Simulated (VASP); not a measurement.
# ZnSe (Stilleite) (F-43m) in VASP: a series of runs, part 2 of 2

VASP 6.6.1.

## 4. G0W0 quasiparticle levels, PBE

Input file POSCAR:

```
ZnSe
1.0
    0.0000000000      2.8338000000      2.8338000000
    2.8338000000      0.0000000000      2.8338000000
    2.8338000000      2.8338000000      0.0000000000
Se Zn
1 1
Direct
    0.7500000000      0.7500000000      0.7500000000
    0.0000000000      0.0000000000      0.0000000000
```

Input file INCAR.step1:

```
  PREC = Accurate
  ENCUT = 450
  EDIFF = 1E-8
  ISMEAR = 0
  SIGMA = 0.01
  LREAL = F
  LASPH = T
  NELM = 100
  ALGO = Normal
  LWAVE = T
  LCHARG = F
  GGA = PE
```

Input file INCAR.step2:

```
  PREC = Accurate
  ENCUT = 450
  EDIFF = 1E-8
  ISMEAR = 0
  SIGMA = 0.01
  LREAL = F
  LASPH = T
  NELM = 1
  ALGO = Exact
  LWAVE = T
  LCHARG = F
  GGA = PE
  NBANDS = 118
  LOPTICS = T
  ISTART = 1
```

Input file INCAR.step3:

```
  PREC = Accurate
  ENCUT = 450
  EDIFF = 1E-8
  ISMEAR = 0
  SIGMA = 0.01
  LREAL = F
  LASPH = T
  ALGO = EVGW0
  LWAVE = F
  LCHARG = F
  GGA = PE
  NELMGW = 1
  NBANDS = 118
  ENCUTGW = 200
  NOMEGA = 48
  PRECFOCK = Fast
  ISTART = 1
  NBANDSGW = 17
```

Input file KPOINTS:

```
Automatic mesh
0
Gamma
  3 3 3
```

Potentials or basis: VASP PAW PBE potentials, release 64 (Se_GW, Zn_GW).

The run is started by

```
$ cat potpaw_PBE.64/Se_GW/POTCAR potpaw_PBE.64/Zn_GW/POTCAR > POTCAR
$ cp INCAR.step1 INCAR
$ mpirun -np 1 vasp_std > vasp.out
$ cp INCAR.step2 INCAR
$ mpirun -np 1 vasp_std > vasp.out
$ cp INCAR.step3 INCAR
$ mpirun -np 1 vasp_std > vasp.out
```

OUTCAR:

```text
PREC = Accurate
   ENCUT = 450
   EDIFF = 1E-8
   ISMEAR = 0
   LREAL = F
   LASPH = T
   GGA = PE
   NELMGW = 1
   ENCUTGW = 200
   PRECFOCK = Fast
   ISTART = 1

 Found      4 irreducible k-points:

 Following reciprocal coordinates:
            Coordinates               Weight
  0.000000  0.000000  0.000000      1.000000
  0.333333  0.000000  0.000000      8.000000
  0.333333  0.333333  0.000000      6.000000
 -0.333333  0.333333  0.000000     12.000000
   k-points           NKPTS =      4   k-points in BZ     NKDIM =     27   number of bands    NBANDS=    118
   number of dos      NEDOS =    301   number of ions     NIONS =      2
   total plane-waves  NPLWV =  21952
   dimension x,y,z NGX =    28 NGY =   28 NGZ =   28
   dimension x,y,z NGXF=    56 NGYF=   56 NGZF=   56
   ions per type =               1   1
   NGX,Y,Z   is equivalent  to a cutoff of  11.62, 11.62, 11.62 a.u.
   NGXF,Y,Z  is equivalent  to a cutoff of  23.23, 23.23, 23.23 a.u.
 SYSTEM =  unknown system
   PREC   = accura    normal or accurate (medium, high low for compatibility)
   ISTART =      1    job   : 0-new  1-cont  2-samecut
   ICHARG =      0    charge: 1-file 2-atom 10-const
   ISPIN  =      1    spin polarized calculation?
   LNONCOLLINEAR =      F non collinear calculations
   LSORBIT =      F    spin-orbit coupling
   LASPH  =      T    aspherical Exc in radial PAW
   ENCUT  =  450.0 eV  33.07 Ry    5.75 a.u.   6.93  6.93  6.93*2*pi/ulx,y,z
   NELM   =     60;   NELMIN=  2; NELMDL=  0     # of ELM steps
   EDIFF  = 0.1E-07   stopping-criterion for ELM
   LREAL  =      F    real-space projection
   EDIFFG = 0.1E-06   stopping-criterion for IOM
   NSW    =      0    number of steps for IOM
   IBRION =     -1    ionic relax: 0-MD 1-quasi-New 2-CG
   NFREE  =      0    steps in history (QN), initial steepest desc. (CG)
   ISIF   =      0    stress and relaxation
   ISYM   =      3    0-nonsym 1-usesym 2-fastsym
   POTIM  = 0.5000    time-step for ionic-motion
   TEBEG  =    0.0;   TEEND  =   0.0 temperature during run
   PSTRESS=    0.0 pullay stress
   NELECT =      18.0000    total number of electrons
   NUPDOWN=      -1.0000    fix difference up-down
   EMIN   =  10.00;   EMAX   =-10.00  energy-range for DOS
   EFERMI =   0.00;   METHOD = LEGACY
   ISMEAR =     0;   SIGMA  =   0.01  broadening in eV -4-tet -1-fermi 0-gaus
   EFERMI_NEDOS =   21; number of points for ismear=-14 and -15
   IALGO  =     38    algorithm
   IMIX   =      4    mixing-type and parameters
     AMIX     =   0.40;   BMIX     =  1.00
     AMIX_MAG =   1.60;   BMIX_MAG =  1.00
  volume/ion in A,a.u.               =      22.76       153.57
  Fermi-wavevector in a.u.,A,eV,Ry     =   1.201673  2.270834 19.647073  1.444019
  Thomas-Fermi vector in A             =   2.337476
   LORBIT       =      0    0 simple, 1 ext, 2 COOP (PROOUT), +10 PAW based schemes
   GGA     = PE    functional components
   LHFCALC =     T    Hartree Fock is set to
   PRECFOCK=fast      Normal, Fast or Accurate (Low or Medium for compatibility)
   ENCUT4O =  -1.0   cutoff for four orbital integrals eV
   NKREDX  =     1    reduce k-point grid by
   NKREDY  =     1    reduce k-point grid by
   NKREDZ  =     1    reduce k-point grid by
   AEXX    =    1.0000 exact exchange contribution
   HFSCREEN=    0.0000 screening length (either q_TF or 0.3 A-1)
   HFSCREENC=   0.0000 screening length for correlation (either q_TF or 0.3 A-1)
   ENCUTFOCK=  -1.0 apply spherical cutoff to Coloumb kernel
   IVDW    =     0    specifies the selected vdW correction
   LEPSILON=     F    determine dielectric tensor
   LRPA    =     F    only Hartree local field effects (RPA)
   LRPAFORCE           =     F    calculate RPA forces
   ENCUTGW             = 200.0    cutoff for response function in eV
   ENCUTGWSOFT         = 160.0    soft cutoff for Coulomb kernel in GW response function in eV
   ENCUTLF             =  -1.0    cutoff for local field effects
   NELMGW              =     1    number of iterations in solving QP/BSE equation
   NELMHF              =     1    number of iterations in the inner HF iteration
   NKREDLFX            =     1    NKREDLFY  =   1   NKREDLFZ  =   1
 non-spin polarized calculation
 Gauss-broadening in eV      SIGMA  =   0.01
  energy-cutoff  :      450.00
  volume of cell :       45.51
 maximum number of plane-waves:      1002
  NGX = 16; NGY = 16; NGZ = 16
   NGX = 13   NGY = 13   NGZ = 13
 maximum number of plane-waves:       302

 QP shifts <psi_nk| G(iteration)W_0 |psi_nk>: iteration 1
 for sc-GW calculations column KS-energies equals QP-energies in previous step
 and V_xc(KS)=  KS-energies - (<T + V_ion + V_H > + <T+V_H+V_ion>^1  + <V_x>^1)

 k-point   1 :       0.0000    0.0000    0.0000
  band No.  KS-energies  QP-energies   sigma(KS)   V_xc(KS)     V^pw_x(r,r')   Z            occupation Imag(sigma)

      1     -10.5025     -11.0710     -13.1621     -12.3078     -19.8306       0.6655       2.0000       1.1552
      2      -3.8950      -5.3054     -21.8245     -19.7053     -30.8897       0.6656       2.0000       0.2762
      3      -3.8950      -5.3054     -21.8245     -19.7053     -30.8897       0.6656       2.0000       0.2762
      4      -3.8950      -5.3054     -21.8245     -19.7053     -30.8897       0.6656       2.0000       0.2762
      5      -3.5352      -5.0075     -22.6954     -20.4968     -32.0216       0.6697       2.0000       0.2569
      6      -3.5352      -5.0075     -22.6954     -20.4968     -32.0216       0.6697       2.0000       0.2569
[... 9 lines left out ...]
     16      14.1442      14.3541     -10.0393     -10.3197      -4.9907       0.7484       0.0000      -0.2575
     17      15.7309      15.5566      -7.7942      -7.5616      -2.2362       0.7493       0.0000      -0.5052
[... 46 lines left out ...]
      1      -9.4978     -10.0222     -13.9102     -13.1236     -20.3582       0.6667       2.0000       0.9686
      2      -3.7977      -5.2080     -21.6509     -19.5462     -30.5782       0.6701       2.0000       0.2733
      3      -3.7177      -5.1501     -22.2255     -20.0899     -31.4135       0.6707       2.0000       0.2732
      4      -3.5758      -5.0446     -22.5801     -20.3898     -31.9116       0.6706       2.0000       0.2650
      5      -3.5272      -5.0059     -22.6997     -20.5059     -32.0440       0.6740       2.0000       0.2594
      6      -3.2992      -4.7227     -22.3349     -20.2218     -31.4303       0.6736       2.0000       0.2711
[... 9 lines left out ...]
     16      18.2675      18.3292      -8.8810      -8.9631      -2.8492       0.7506       0.0000      -0.6608
     17      18.9634      18.9330      -8.4882      -8.4479      -2.5833       0.7553       0.0000      -0.6815
```

It took 28 s on 1 thread of Intel Xeon 6975P-C (Granite Rapids), shared host; peak memory 0.32 GiB.

The run converged, but some of its settings lie outside the range that counts as converged, so its numbers aren't taken as properties of the crystal.

Results:

```
Band gap on the k mesh, mean-field level : 1.24 eV, direct
Quasiparticle gap                        : 2.32 eV
Least direct quasiparticle gap           : 2.32 eV
```

Caveat: the k mesh is coarse (spacing up to 0.64 Å⁻¹), so the values aren't converged; bands, screening cutoff and mesh are small and nothing is extrapolated, so the quasiparticle values aren't converged.

## 5. G0W0 quasiparticle levels, PBE

POSCAR is that of step 4.

INCAR.step1 is that of step 4.

INCAR.step2, as its differences from that of step 4:

```diff
@@ -12,3 +12,3 @@
   GGA = PE
-  NBANDS = 118
+  NBANDS = 63
   LOPTICS = T
```

INCAR.step3, as its differences from that of step 4:

```diff
@@ -12,4 +12,4 @@
   NELMGW = 1
-  NBANDS = 118
-  ENCUTGW = 200
+  NBANDS = 63
+  ENCUTGW = 150
   NOMEGA = 48
```

Input file KPOINTS:

```
Automatic mesh
0
Gamma
  5 5 5
```

Potentials or basis: VASP PAW PBE potentials, release 64 (Se_GW, Zn_GW).

The run is started by

```
$ cat potpaw_PBE.64/Se_GW/POTCAR potpaw_PBE.64/Zn_GW/POTCAR > POTCAR
$ cp INCAR.step1 INCAR
$ mpirun -np 1 vasp_std > vasp.out
$ cp INCAR.step2 INCAR
$ mpirun -np 1 vasp_std > vasp.out
$ cp INCAR.step3 INCAR
$ mpirun -np 1 vasp_std > vasp.out
```

OUTCAR:

```text
PREC = Accurate
   ENCUT = 450
   EDIFF = 1E-8
   ISMEAR = 0
   LREAL = F
   LASPH = T
   GGA = PE
   NELMGW = 1
   ENCUTGW = 150
   PRECFOCK = Fast
   ISTART = 1

 Found     10 irreducible k-points:

 Following reciprocal coordinates:
            Coordinates               Weight
  0.000000  0.000000  0.000000      1.000000
  0.200000  0.000000  0.000000      8.000000
  0.400000  0.000000  0.000000      8.000000
  0.200000  0.200000  0.000000      6.000000
  0.400000  0.200000  0.000000     24.000000
[... 58 lines left out ...]
   LRPAFORCE           =     F    calculate RPA forces
   ENCUTGW             = 150.0    cutoff for response function in eV
   ENCUTGWSOFT         = 120.0    soft cutoff for Coulomb kernel in GW response function in eV
   ENCUTLF             =  -1.0    cutoff for local field effects
   NELMGW              =     1    number of iterations in solving QP/BSE equation
   NELMHF              =     1    number of iterations in the inner HF iteration
   NKREDLFX            =     1    NKREDLFY  =   1   NKREDLFZ  =   1
 non-spin polarized calculation
 Gauss-broadening in eV      SIGMA  =   0.01
  energy-cutoff  :      450.00
  volume of cell :       45.51
 maximum number of plane-waves:       990
  NGX = 16; NGY = 16; NGZ = 16
   NGX = 13   NGY = 13   NGZ = 13
 maximum number of plane-waves:       196

 QP shifts <psi_nk| G(iteration)W_0 |psi_nk>: iteration 1
 for sc-GW calculations column KS-energies equals QP-energies in previous step
 and V_xc(KS)=  KS-energies - (<T + V_ion + V_H > + <T+V_H+V_ion>^1  + <V_x>^1)

 k-point   1 :       0.0000    0.0000    0.0000
  band No.  KS-energies  QP-energies   sigma(KS)   V_xc(KS)     V^pw_x(r,r')   Z            occupation Imag(sigma)

      1     -10.6025     -10.9414     -12.8393     -12.3153     -19.8485       0.6466       2.0000       1.1215
      2      -3.8946      -5.4340     -21.9742     -19.6813     -30.8168       0.6714       2.0000       0.2914
      3      -3.8946      -5.4340     -21.9742     -19.6813     -30.8168       0.6714       2.0000       0.2914
      4      -3.8946      -5.4340     -21.9742     -19.6813     -30.8168       0.6714       2.0000       0.2914
      5      -3.5258      -5.1678     -22.9241     -20.5001     -32.0185       0.6774       2.0000       0.2748
      6      -3.5258      -5.1678     -22.9241     -20.5001     -32.0185       0.6774       2.0000       0.2748
[... 102 lines left out ...]
      4      -3.5522      -5.1733     -22.6926     -20.2951     -31.7279       0.6762       2.0000       0.2800
      5      -3.5175      -5.1545     -22.9376     -20.5195     -32.0527       0.6770       2.0000       0.2766
      6      -3.3479      -4.9160     -22.4947     -20.1812     -31.3718       0.6778       2.0000       0.2832
[... 9 lines left out ...]
     16      15.7573      15.9538      -7.8325      -8.0896      -2.6478       0.7644       0.0000      -0.4480
     17      17.7712      18.3785      -9.9103     -10.7158      -4.0529       0.7540       0.0000      -0.7809

 [... further k-points ...]
```

OUTCAR.step2:

```text
PREC = Accurate
   ENCUT = 450
   EDIFF = 1E-8
   ISMEAR = 0
   LREAL = F
[... 590 lines left out ...]
     0.00000    11.06149    11.06149    11.06149     0.00000     0.00000    -0.00000
     0.88845    13.88836    13.88836    13.88836     0.00000     0.00000    -0.00000
     1.77690     6.79092     6.79092     6.79092     0.00000     0.00000    -0.00000
     2.66535    14.11852    14.11852    14.11852     0.00000     0.00000    -0.00000
     3.55380    -1.68346    -1.68346    -1.68346     0.00000    -0.00000     0.00000
     4.44225    10.95037    10.95037    10.95037    -0.00000    -0.00000     0.00000
[... 92 lines left out ...]
    87.06819     0.94667     0.94667     0.94667    -0.00000    -0.00000     0.00000
    87.95664     0.94792     0.94792     0.94792    -0.00000    -0.00000     0.00000
```

Wall time 94 s (1 thread of Intel Xeon 6975P-C (Granite Rapids), shared host); peak memory 0.37 GiB.

The run converged, but some of its settings lie outside the range that counts as converged, so its numbers aren't taken as properties of the crystal.

Results:

```yaml
Band_gap_on_the_k_mesh_mean-field_level: 1.27 eV, direct
Quasiparticle_gap: 2.43 eV
Least_direct_quasiparticle_gap: 2.43 eV
```

Caveat: bands, screening cutoff and mesh are small and nothing is extrapolated, so the quasiparticle values aren't converged.

## 6. For comparison

An earlier run on the cell as given: functional PBE; potentials or basis VASP PAW PBE potentials, release 64 (Se, Zn); cutoff 520 eV; k mesh 8 × 8 × 8; occupations fermi-dirac, width 0.05 eV; no spin polarisation.

* Pressure: 2.3 GPa
* Band gap on the k mesh: 1.29 eV, direct
